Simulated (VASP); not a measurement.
# GaSb (F-43m) in VASP: notebook

Runs on GaSb. Level: HSE06. Tasks: single point.

Everything below comes from runs of VASP 6.6.1. Logs are shortened: lines on timing, memory, paths and dates and some standing lists are left out, and cuts for length are marked.

## (1) The structure

Symmetry: F-43m, No. 216, cubic system. Conventional cell: a = 6.118 Å, b = 6.118 Å, c = 6.118 Å, α = 90.00°, β = 90.00°, γ = 90.00°. Sb (site symmetry -43m) has 4 Ga at 2.65 Å as nearest neighbours. Ga (site symmetry -43m) has 4 Sb at 2.65 Å as nearest neighbours.

## (2) Single point, HSE06

Input file POSCAR:

```
GaSb
1.0
    0.0000000000      3.0590000000      3.0590000000
    3.0590000000      0.0000000000      3.0590000000
    3.0590000000      3.0590000000      0.0000000000
Sb Ga
1 1
Direct
    0.7500000000      0.7500000000      0.7500000000
    0.0000000000      0.0000000000      0.0000000000
```

Input file INCAR.step1:

```
PREC     = Accurate       # precision mode
ENCUT    = 340            # plane-wave cutoff, eV
EDIFF    = 1E-5           # SCF threshold, eV
ISMEAR   = 0              # smearing method
SIGMA    = 0.01           # smearing width, eV
LREAL    = F              # projectors in reciprocal space
LASPH    = T              # aspherical terms in the spheres
NELM     = 100            # most SCF steps
ALGO     = Normal         # electronic algorithm
ISIF     = 2              # what is computed and relaxed
LWAVE    = T              # write WAVECAR
NKRED    = 1            
NBANDS   = 17             # bands
GGA      = PE             # functional
```

Input file INCAR.step2:

```
PREC     = Accurate       # precision mode
ENCUT    = 340            # plane-wave cutoff, eV
EDIFF    = 1E-6           # SCF threshold, eV
ISMEAR   = 0              # smearing method
SIGMA    = 0.01           # smearing width, eV
LREAL    = F              # projectors in reciprocal space
LASPH    = T              # aspherical terms in the spheres
NELM     = 100            # most SCF steps
ALGO     = Normal         # electronic algorithm
ISIF     = 2              # what is computed and relaxed
LWAVE    = F              # write WAVECAR
LCHARG   = F              # write CHGCAR
GGA      = PE             # functional
LHFCALC  = T              # exact exchange
HFSCREEN = 0.2            # screening, 1/A
PRECFOCK = Fast         
NKRED    = 1            
NBANDS   = 17             # bands
ISTART   = 1
```

Input file KPOINTS:

```
Automatic mesh
0
Gamma
  2 2 2
```

Potentials or basis: VASP PAW PBE potentials, release 64 (Sb, Ga_d).

Launch:

```console
$ cat potpaw_PBE.64/Sb/POTCAR potpaw_PBE.64/Ga_d/POTCAR > POTCAR
$ cp INCAR.step1 INCAR
$ mpirun -np 1 vasp_std > vasp.out
$ cp INCAR.step2 INCAR
$ mpirun -np 1 vasp_std > vasp.out
```

OUTCAR:

```text
PREC = Accurate
   ENCUT = 340
   EDIFF = 1E-6
   ISMEAR = 0
   LREAL = F
   LASPH = T
   NELM = 100
   ISIF = 2
   GGA = PE
   LHFCALC = T
   HFSCREEN = 0.2
   PRECFOCK = Fast
   NKRED = 1
   ISTART = 1

 Found      3 irreducible k-points:

 Following reciprocal coordinates:
            Coordinates               Weight
  0.000000  0.000000  0.000000      1.000000
  0.500000  0.000000  0.000000      4.000000
  0.500000  0.500000  0.000000      3.000000
   k-points           NKPTS =      3   k-points in BZ     NKDIM =      8   number of bands    NBANDS=     17
   number of dos      NEDOS =    301   number of ions     NIONS =      2
   total plane-waves  NPLWV =  21952
   dimension x,y,z NGX =    28 NGY =   28 NGZ =   28
   dimension x,y,z NGXF=    56 NGYF=   56 NGZF=   56
   ions per type =               1   1
   NGX,Y,Z   is equivalent  to a cutoff of  10.76, 10.76, 10.76 a.u.
   NGXF,Y,Z  is equivalent  to a cutoff of  21.52, 21.52, 21.52 a.u.
 SYSTEM =  unknown system
   PREC   = accura    normal or accurate (medium, high low for compatibility)
   ISTART =      1    job   : 0-new  1-cont  2-samecut
   ICHARG =      0    charge: 1-file 2-atom 10-const
   ISPIN  =      1    spin polarized calculation?
   LNONCOLLINEAR =      F non collinear calculations
   LSORBIT =      F    spin-orbit coupling
   LASPH  =      T    aspherical Exc in radial PAW
   ENCUT  =  340.0 eV  24.99 Ry    5.00 a.u.   6.50  6.50  6.50*2*pi/ulx,y,z
   NELM   =    100;   NELMIN=  2; NELMDL=  0     # of ELM steps
   EDIFF  = 0.1E-05   stopping-criterion for ELM
   LREAL  =      F    real-space projection
   EDIFFG = 0.1E-04   stopping-criterion for IOM
   NSW    =      0    number of steps for IOM
   IBRION =     -1    ionic relax: 0-MD 1-quasi-New 2-CG
   NFREE  =      0    steps in history (QN), initial steepest desc. (CG)
   ISIF   =      2    stress and relaxation
   ISYM   =      3    0-nonsym 1-usesym 2-fastsym
   POTIM  = 0.5000    time-step for ionic-motion
   TEBEG  =    0.0;   TEEND  =   0.0 temperature during run
   PSTRESS=    0.0 pullay stress
   NELECT =      18.0000    total number of electrons
   NUPDOWN=      -1.0000    fix difference up-down
   EMIN   =  10.00;   EMAX   =-10.00  energy-range for DOS
   EFERMI =   0.00;   METHOD = LEGACY
   ISMEAR =     0;   SIGMA  =   0.01  broadening in eV -4-tet -1-fermi 0-gaus
   EFERMI_NEDOS =   21; number of points for ismear=-14 and -15
   IALGO  =     38    algorithm
   IMIX   =      1    mixing-type and parameters
     AMIX     =   0.40;   BMIX     =  1.00
     AMIX_MAG =   1.60;   BMIX_MAG =  1.00
  volume/ion in A,a.u.               =      28.62       193.17
  Fermi-wavevector in a.u.,A,eV,Ry     =   1.113208  2.103657 16.860766  1.239231
  Thomas-Fermi vector in A             =   2.249790
   LORBIT       =      0    0 simple, 1 ext, 2 COOP (PROOUT), +10 PAW based schemes
   GGA     = PE    functional components
   LHFCALC =     T    Hartree Fock is set to
   PRECFOCK=fast      Normal, Fast or Accurate (Low or Medium for compatibility)
   ENCUT4O =  -1.0   cutoff for four orbital integrals eV
   NKREDX  =     1    reduce k-point grid by
   NKREDY  =     1    reduce k-point grid by
   NKREDZ  =     1    reduce k-point grid by
   AEXX    =    0.2500 exact exchange contribution
   HFSCREEN=    0.2000 screening length (either q_TF or 0.3 A-1)
   HFSCREENC=   0.2000 screening length for correlation (either q_TF or 0.3 A-1)
   ENCUTFOCK=  -1.0 apply spherical cutoff to Coloumb kernel
   IVDW    =     0    specifies the selected vdW correction
   LEPSILON=     F    determine dielectric tensor
   LRPA    =     F    only Hartree local field effects (RPA)
 non-spin polarized calculation
 Gauss-broadening in eV      SIGMA  =   0.01
  energy-cutoff  :      340.00
  volume of cell :       57.25
 maximum number of plane-waves:       869
 NGX is ok and might be reduce to    28
  NGX = 14; NGY = 14; NGZ = 14

 number of electron      18.0000013 magnetization

 Free energy of the ion-electron system (eV)
  ---------------------------------------------------
  ext. energy  EPLUGINS =         0.00000000
  ---------------------------------------------------
  free energy    TOTEN  =        -6.82438552 eV

  energy without entropy =       -6.82438552  energy(sigma->0) =       -6.82438552

 E-fermi :   4.5540     XC(G=0):  -7.3999

 val. band max:        4.4827367918   @ k =   0.0000   0.0000   0.0000
 cond. band min:       5.7687884305   @ k =   0.0000   0.0000   0.0000
 fundamental gap:      1.2860516387
 Fermi energy:         4.5539743202

 k-point     1 :       0.0000    0.0000    0.0000
  band No.  band energies     occupation
      1     -13.1893      2.00000
      2     -13.1892      2.00000
      3     -13.1892      2.00000
      4     -13.1373      2.00000
      5     -13.1373      2.00000
      6      -7.8164      2.00000
[... 9 lines left out ...]
     16      14.0716      0.00000
     17      15.0903      0.00000

 k-point     2 :       0.5000    0.0000    0.0000
  band No.  band energies     occupation
      1     -13.2045      2.00000
      2     -13.1789      2.00000
      3     -13.1788      2.00000
      4     -13.1365      2.00000
      5     -13.1365      2.00000
      6      -6.0164      2.00000
[... 9 lines left out ...]
     16      15.6012      0.00000
     17      16.1456      0.00000

 k-point     3 :       0.5000    0.5000    0.0000
  band No.  band energies     occupation
      1     -13.2196      2.00000
      2     -13.1665      2.00000
      3     -13.1664      2.00000
      4     -13.1460      2.00000
      5     -13.1329      2.00000
      6      -5.0542      2.00000
[... 9 lines left out ...]
     16      16.9604      0.00000
     17      16.9605      0.00000

------------------------ aborting loop because EDIFF is reached ----------------------------------------

  FORCE on cell =-STRESS in cart. coord.  units (eV):
  Direction    XX          YY          ZZ          XY          YZ          ZX
  --------------------------------------------------------------------------------------
  -------------------------------------------------------------------------------------
  Total        1.5423398      1.5423398      1.5423398      0.0000000      0.0000000     -0.0000000
  in kB       43.1640525     43.1640525     43.1640525      0.0000000      0.0000000     -0.0000000
  external PRESSURE =      43.1640525 kB  Pullay stress =       0.0000000 kB

 VOLUME and BASIS-vectors are now :
 -----------------------------------------------------------------------------
  energy-cutoff  :      340.00
  volume of cell :       57.25
      direct lattice vectors                 reciprocal lattice vectors
     0.000000000  3.059000000  3.059000000    -0.163452109  0.163452109  0.163452109
     3.059000000  0.000000000  3.059000000     0.163452109 -0.163452109  0.163452109
     3.059000000  3.059000000  0.000000000     0.163452109  0.163452109 -0.163452109

 POSITION                                       TOTAL-FORCE (eV/Angst)
 -----------------------------------------------------------------------------------
      4.58850      4.58850      4.58850         0.000000      0.000000      0.000000
      0.00000      0.00000      0.00000        -0.000000     -0.000000     -0.000000
 -----------------------------------------------------------------------------------
    total drift:                               -0.000094     -0.000065     -0.000033

  FREE ENERGIE OF THE ION-ELECTRON SYSTEM (eV)
  ---------------------------------------------------
  free  energy   TOTEN  =        -6.8243855174 eV

  energy  without entropy=       -6.8243855174  energy(sigma->0) =       -6.82438552
```

It took 32 s on 1 thread of Intel Xeon Platinum 8259CL at 2.50GHz (Skylake/Cascade Lake), shared host; peak memory 0.25 GiB.

The run converged, but some of its settings lie outside the range that counts as converged, so its numbers aren't taken as properties of the crystal.

What came out:

```yaml
Free_energy: -6.8244 eV
Pressure: 4.3 GPa
Band_gap_on_the_k_mesh: 1.29 eV, direct
```

Caveat: the k mesh is coarse (spacing up to 0.89 Å⁻¹), so the values aren't converged, least of all with exact exchange; the cutoff is under 1.25 times the usual one of these potentials, so pressure, stress and relaxed cells hold a basis-set (Pulay) error; the PAW data sets were made with another functional, which shifts forces and pressure a little; spin-orbit coupling is left out, which moves the levels of the heavy elements.

## (3) Single point, HSE06

POSCAR is that of step 2.

INCAR.step1, as its differences from that of step 2:

```diff
@@ -1,3 +1,3 @@
 PREC     = Accurate       # precision mode
-ENCUT    = 340            # plane-wave cutoff, eV
+ENCUT    = 460            # plane-wave cutoff, eV
 EDIFF    = 1E-5           # SCF threshold, eV
```

INCAR.step2, as its differences from that of step 2:

```diff
@@ -1,3 +1,3 @@
 PREC     = Accurate       # precision mode
-ENCUT    = 340            # plane-wave cutoff, eV
+ENCUT    = 460            # plane-wave cutoff, eV
 EDIFF    = 1E-6           # SCF threshold, eV
```

KPOINTS is that of step 2.

Potentials or basis: VASP PAW PBE potentials, release 64 (Sb, Ga_d).

Launch:

```console
$ cat potpaw_PBE.64/Sb/POTCAR potpaw_PBE.64/Ga_d/POTCAR > POTCAR
$ cp INCAR.step1 INCAR
$ mpirun -np 1 vasp_std > vasp.out
$ cp INCAR.step2 INCAR
$ mpirun -np 1 vasp_std > vasp.out
```

OUTCAR:

```text
PREC = Accurate
   ENCUT = 460
   EDIFF = 1E-6
   ISMEAR = 0
   LREAL = F
   LASPH = T
   NELM = 100
   ISIF = 2
   GGA = PE
   LHFCALC = T
   HFSCREEN = 0.2
   PRECFOCK = Fast
   NKRED = 1
   ISTART = 1

 Found      3 irreducible k-points:

 Following reciprocal coordinates:
            Coordinates               Weight
  0.000000  0.000000  0.000000      1.000000
[... 131 lines left out ...]
      6      -5.0544      2.00000
[... 9 lines left out ...]
     16      16.9600      0.00000
     17      16.9600      0.00000

------------------------ aborting loop because EDIFF is reached ----------------------------------------

  FORCE on cell =-STRESS in cart. coord.  units (eV):
  Direction    XX          YY          ZZ          XY          YZ          ZX
  --------------------------------------------------------------------------------------
  -------------------------------------------------------------------------------------
  Total        1.5545888      1.5545888      1.5545888      0.0000000     -0.0000000      0.0000000
  in kB       43.5068563     43.5068563     43.5068563      0.0000000     -0.0000000      0.0000000
  external PRESSURE =      43.5068563 kB  Pullay stress =       0.0000000 kB

 VOLUME and BASIS-vectors are now :
 -----------------------------------------------------------------------------
  energy-cutoff  :      460.00
  volume of cell :       57.25
      direct lattice vectors                 reciprocal lattice vectors
     0.000000000  3.059000000  3.059000000    -0.163452109  0.163452109  0.163452109
     3.059000000  0.000000000  3.059000000     0.163452109 -0.163452109  0.163452109
     3.059000000  3.059000000  0.000000000     0.163452109  0.163452109 -0.163452109

 POSITION                                       TOTAL-FORCE (eV/Angst)
 -----------------------------------------------------------------------------------
      4.58850      4.58850      4.58850         0.000000      0.000000      0.000000
      0.00000      0.00000      0.00000        -0.000000     -0.000000     -0.000000
 -----------------------------------------------------------------------------------
    total drift:                               -0.000184     -0.000064     -0.000020

  FREE ENERGIE OF THE ION-ELECTRON SYSTEM (eV)
  ---------------------------------------------------
  free  energy   TOTEN  =        -6.8299473402 eV

  energy  without entropy=       -6.8299473402  energy(sigma->0) =       -6.82994734
```

OUTCAR.step1:

```text
PREC = Accurate
   ENCUT = 460
   EDIFF = 1E-5
   ISMEAR = 0
   LREAL = F
   LASPH = T
[... 166 lines left out ...]
 -----------------------------------------------------------------------------------
      4.58850      4.58850      4.58850        -0.000000      0.000000      0.000000
      0.00000      0.00000      0.00000         0.000000     -0.000000     -0.000000
 -----------------------------------------------------------------------------------
    total drift:                               -0.000002     -0.000002     -0.000003

  FREE ENERGIE OF THE ION-ELECTRON SYSTEM (eV)
  ---------------------------------------------------
  free  energy   TOTEN  =        -4.9537843902 eV

  energy  without entropy=       -4.9520137988  energy(sigma->0) =       -4.95289909
```

It took 37 s on 1 thread of Intel Xeon Platinum 8259CL at 2.50GHz (Skylake/Cascade Lake), shared host; peak memory 0.26 GiB.

The run converged, but some of its settings lie outside the range that counts as converged, so its numbers aren't taken as properties of the crystal.

What came out:

* Free energy: -6.8299 eV
* Pressure: 4.4 GPa
* Band gap on the k mesh: 1.29 eV, direct

Caveat: the k mesh is coarse (spacing up to 0.89 Å⁻¹), so the values aren't converged, least of all with exact exchange; the PAW data sets were made with another functional, which shifts forces and pressure a little; spin-orbit coupling is left out, which moves the levels of the heavy elements.

(Continued in part 2 of 2.)
